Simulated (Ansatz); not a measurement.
# TaN: under pressure, part 2 of 2

This session takes TaN and sets out to compute its response and put it under pressure.

Ansatz 0.2.0; DFT PBE, scalar-relativistic, plane waves, PAW. The steps go on from the part before.

**3. Phonons at Γ at 6 GPa**

File input.yaml:

```yaml
crystal:
  lattice:
    - [0.0, 2.1962985419, 2.1962985419]
    - [2.1962985419, 0.0, 2.1962985419]
    - [2.1962985419, 2.1962985419, 0.0]
  atoms:
    - { symbol: Ta, position: [0.5, 0.5, 0.5] }
    - { symbol: "N", position: [0.0, 0.0, 0.0] }
basis:
  ecutwfc: 420
kpoints:
  mp_grid: { grid: [16, 16, 16] }
hamiltonian:
  xc: pbe
scf:
  occupations: { method: fermi_dirac, width: 0.15 }
output:
  eigenvalues: true
phonons:
  method: dfpt
  eigenvectors: true
```

Command:

```sh
> ansatz run input.yaml --threads 1 --pin off --max-ram 3072MiB --backend cpu --events-out ev --progress --plain --runs-dir out
```

The program printed:

```text
Warning: RAYON_NUM_THREADS=1 ignored (pool sized by the plan → 1); use --threads N
Engine: ansatz 0.2.0, x86_64-unknown-linux-gnu
Pseudopotentials: kind: paw
Pseudopotential: Ta, paw, valence charge 13, recommended cutoff 420 eV (normal), Ta.paw.azcp
Pseudopotential: N, paw, valence charge 5, recommended cutoff 420 eV (normal), N.paw.azcp
Functional definition: PBE
  parameter kappa = 0.804
  parameter beta = 0.06672455060314922
  exchange = pbe_x(kappa = kappa, mu = beta*pi^2/3)
  correlation = pbe_c(beta = beta)
Crystal: 2 atoms, lattice volume = 21.189 Å³
Basis set: ecut = 420 eV, 411 PW (Γ), exchange–correlation on 48×48×48 points (8 copies of the dense FFT grid, shifted against one another)
Bands: 13, of which v1, the nominal top of the filled ones, is band 9 counted from 1 (8 counted from 0)
Symmetry: 48 space group operations
k-points: 349 of 4096 (irreducible under 8 space group operations, time reversal used)
Non-local potential: Ta, projectors of the file, l = 0: 3, l = 1: 2, l = 2: 2, l = 3: 1
Non-local potential: N, projectors of the file, l = 0: 2, l = 1: 2, l = 2: 1
PAW form: soft (Blöchl's): semilocal exchange-correlation on the pseudo side does not see the compensation charge
PAW one-centre angular grid: Ta, 590 points (default); XC on 64 Gauss nodes
PAW one-centre angular grid: N, 110 points (default); XC on 64 Gauss nodes
Initial density: superposition of atomic densities (neutral atoms: chi_scale 0, normalization atom), corrected by the library's trained network
Initial wavefunctions: pseudopotential atomic-orbital guess
Functional: x = pbe(κ = 0.804, μ = 0.2195149727645171), c = pbe(β = 0.06672455060314922)
SCF iter   1: F=—  HF=-10317.941693 eV  |F-HF|=—  |Δ(HF+E_count)|=         —  Δρ=1.93e-3  dr2=5.75e-4  ethr=1.77e-3  ⟨swp⟩=5.2  Hψ=52738  notcnv=0  defer=96
automatic band count: the SCF goes on with 17 bands, as 13 were too few: the levels above may hold too much charge
preconditioner: auto → none  [metal: Δε(μ)=0.015 eV  Ē_g=15.602 eV  σ=0.150 eV  W_gap=0.03  n_scr=8 (ndim 8)  ℏωp=25.5 eV  f_vac=0.000  D(μ)=0.85/eV (n_scr^D=8)  sad-step TF]
SCF iter   2: F=—  HF=-10317.941280 eV  |F-HF|=—  |Δ(HF+E_count)|=   4.13e-4  Δρ=1.17e-3  dr2=2.36e-4  ethr=3.20e-6  ⟨swp⟩=2.2  Hψ=10113  notcnv=0  defer=92
SCF iter   3: F=—  HF=-10317.941358 eV  |F-HF|=—  |Δ(HF+E_count)|=   7.83e-5  Δρ=2.97e-4  dr2=1.42e-5  ethr=1.31e-6  ⟨swp⟩=2.1  Hψ=7403  notcnv=0  defer=92
SCF iter   4: F=—  HF=-10317.941354 eV  |F-HF|=—  |Δ(HF+E_count)|=   4.53e-6  Δρ=1.38e-4  dr2=2.49e-6  ethr=7.88e-8  ⟨swp⟩=1.0  Hψ=5578  notcnv=0  defer=92
SCF iter   5: F=—  HF=-10317.941354 eV  |F-HF|=—  |Δ(HF+E_count)|=   7.29e-8  Δρ=1.14e-5  dr2=1.61e-8  ethr=1.38e-8  ⟨swp⟩=1.9  Hψ=6545  notcnv=0  defer=92
SCF iter   6: F=—  HF=-10317.941355 eV  |F-HF|=—  |Δ(HF+E_count)|=   9.96e-7  Δρ=6.06e-6  dr2=3.32e-9  ethr=8.92e-11  ⟨swp⟩=2.3  Hψ=8312  notcnv=0  defer=92
SCF iter   7: F=—  HF=-10317.941355 eV  |F-HF|=—  |Δ(HF+E_count)|=  9.46e-10  Δρ=6.13e-7  dr2=7.01e-11  ethr=1.84e-11  ⟨swp⟩=1.1  Hψ=5780  notcnv=0  defer=92
SCF iter   8: F=-10317.941355 eV  HF=-10317.941355 eV  |F-HF|=3.64e-12  |Δ(HF+E_count)|=  1.46e-11  Δρ=2.04e-7  dr2=5.24e-12  ethr=1.00e-12  ⟨swp⟩=7.9  Hψ=22901  notcnv=0
SCF 1 converged in 8 iterations: F = -10317.941355 eV  dr2 = 5.24e-12
DFPT response loops at Γ: preconditioner auto → Kerker (q_TF=auto, 2.655 Å⁻¹) (partly filled bands, converged f_vac=0.000); β = 1.00, the filter's whole step (`scf.mixing.beta` (0.50) is not read by the response loops under this deck's `scf.mixing.preconditioner`; to damp them name `kerker` or `kerker_dos`, under which they read `scf.mixing.beta`, and type it under 1.00, their step now; both keys bind the ground state too); Broyden in place of MSR1
SCF converged after 8 iterations
Free energy (F): -10317.941355 eV
Harris-Foulkes:  -10317.941355 eV  (|F-HF|=3.64e-12)
Internal energy: -10317.879771 eV  (E = F + TS)
E sigma→0 (E₀):  -10317.910563 eV
Entropy (-TS):   -0.061584 eV (-30.792 meV/atom)
Fermi energy:    21.786764 eV
--- Per-component energies (eV) ---
  E_band       = -42.731857
  E_kinetic    = 501.738235
  E_local      = -580.863921  (includes V_loc(G=0)·N_el)
  E_nonlocal   = 60.077818
  E_hartree    = 196.039282
  E_xc         = -280.339162
  E_vxc        = -282.931468  (∫ρ·V_xc dr)
  E_paw        = -8524.429040  (= ΣΔE_a)
  E_vpaw       = -132.831346  (= ΣTr[D̂ρ^β])
  E_aug_tail   = 0.000254  (compensation charges beyond the density's cutoff)
  E_ewald      = -1690.103236
  E_smearing   = -0.061584  (= −TS)
  E_closure    = 0.000000  (closes the sum)
  Σ components = -10317.941355   (vs F -10317.941355, Δ=0.00e0)
--- Band table (eV; the first three rows and the last of 349) ---
  k-point 0: bands = ["-47.6642", "-13.9133", "-13.9133", "-13.9133", "2.9136", "17.9498", "17.9498", "17.9498", "19.6851", "19.6851", "19.6851", "21.8755", "21.8755", "23.3205", "30.9631", "45.9240", "45.9240"]
  k-point 1: bands = ["-47.6620", "-13.9490", "-13.9165", "-13.9165", "3.0083", "17.4408", "17.6107", "17.6107", "19.8429", "19.8429", "19.9094", "22.2658", "22.2658", "23.6122", "31.2564", "44.3975", "45.1793"]
  k-point 2: bands = ["-47.6558", "-14.0494", "-13.9256", "-13.9256", "3.2820", "16.4043", "16.9056", "16.9056", "20.2123", "20.2123", "20.2441", "23.2172", "23.2172", "24.3558", "32.0698", "42.1596", "43.5372"]
  k-point 348: bands = ["-47.5876", "-14.4296", "-14.4296", "-14.2277", "4.8168", "14.3121", "14.9842", "14.9842", "21.6021", "21.6021", "25.3891", "25.8950", "26.3706", "31.7629", "33.7142", "33.7142", "37.0035"]
--- Phonons (Γ-DFPT): 2 representative perturbations + reference, on 349 of 4096 k-points (Σ response iterations 6) ---
  k mesh reduced under 8 symmetry operations, with k and −k counted as one. Each operation leaves every solved perturbation unchanged. A smaller set is not used because it would not reduce the number of displacements times k-points to solve
  ASR residual: 1.147e-3 → 0.000e0 eV/Å²; symmetrization residual: 9.625e-7 eV/Å²
  ASR residual per site (eV/Å²): 1.15e-3 1.04e-4
  Γ frequencies (cm⁻¹): 0.00 0.00 0.00 404.89 404.89 404.89
  non-analytic LO–TO correction: not included (Born effective charges unavailable; polar crystals: no LO–TO splitting at Γ)
```

Run time: 31 s. Hardware: 1 thread of Intel Xeon Platinum 8259CL at 2.50GHz (Skylake/Cascade Lake), shared host; peak memory 0.66 GiB.

Optical levels at the zone centre, without the three acoustic modes (i: imaginary):

| cm⁻¹ | modes |
| --- | --- |
| 405 | 3 |

**4. Pressure by pressure**

– marks what wasn't computed in this session; modes, where two pressures or more have them, stand by rank, without the LO field. With fixed occupations a gap that closes under pressure can go unseen.

|  | 0 GPa | 6 GPa |
| --- | --- | --- |
| volume (Å³/atom) | 10.78 | 10.59 |
| gap on the mesh (eV) | 0.00 | 0.00 |

**5. Results**

This closing draws on all 2 parts.

| quantity | value |
| --- | --- |
| optical modes at Γ at 6 GPa | 405 cm⁻¹ |
| volume at 6 GPa | 0.983 of that at rest |

In words: At 6 GPa the volume is 1.7 % smaller. Other phases may be more stable at such pressures. The runs treat Ta without spin-orbit coupling. In a metal such response values depend on mesh and smearing, which were not converged here.
